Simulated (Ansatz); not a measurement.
# CdS: the cost of one run

Method: DFT r2SCAN, scalar-relativistic, plane waves, PAW, in Ansatz 0.2.0.

## (1) Starting point

It takes space group P6_3mc (No. 186, hexagonal). The conventional cell has a = 4.169 Å, b = 4.169 Å, c = 6.780 Å, α = 90.00°, β = 90.00°, γ = 120.00°. Cd (site symmetry 3m) has 4 S at 2.55 Å as nearest neighbours. Around S (site symmetry 3m) lie 4 Cd at 2.55 Å.

Structure file:

```xyz
4
Lattice="4.1688 0.0000 0.0000 -2.0844 3.6103 0.0000 0.0000 0.0000 6.7796" Properties=species:S:1:pos:R:3 pbc="T T T"
Cd    2.0844    1.2034    3.3913
Cd    0.0000    2.4069    0.0015
S     2.0844    1.2034    5.9442
S     0.0000    2.4069    2.5544
```

This is candidate A: structure listed in a database for this formula (P6_3mc, No. 186).

(A quick probe on a coarse mesh, which set the mesh and smearing, is not shown.)

## (3) Relaxing cell and atoms (candidate A)

Contents of input.yaml:

```yaml
crystal:
  lattice:
    - [4.1688380995, 0.0, 0.0]
    - [-2.0844190498, 3.6103196984, 0.0]
    - [0.0, 0.0, 6.77961741]
  atoms:
    - { symbol: Cd, position: [0.66666667, 0.33333333, 0.50022437] }
    - { symbol: Cd, position: [0.33333333, 0.66666667, 0.00022437] }
    - { symbol: S, position: [0.66666667, 0.33333333, 0.87677563] }
    - { symbol: S, position: [0.33333333, 0.66666667, 0.37677563] }
basis:
  ecutwfc: 500
kpoints:
  mp_grid: { grid: [9, 9, 4] }
hamiltonian:
  xc: r2scan
scf:
  occupations: { method: gaussian, width: 0.02 }
output:
  forces: true
  stress: true
  eigenvalues: true
relax:
  adjacent_minimum: "off"
  f_tol: 0.01
  max_steps: 80
  cell: { stress_tol: 0.05 }
```

**Question.** How long does this run take on 1 thread of an Arm CPU, shared host, and how much memory does it need?

About 68 s, with a peak of 0.57 GiB.
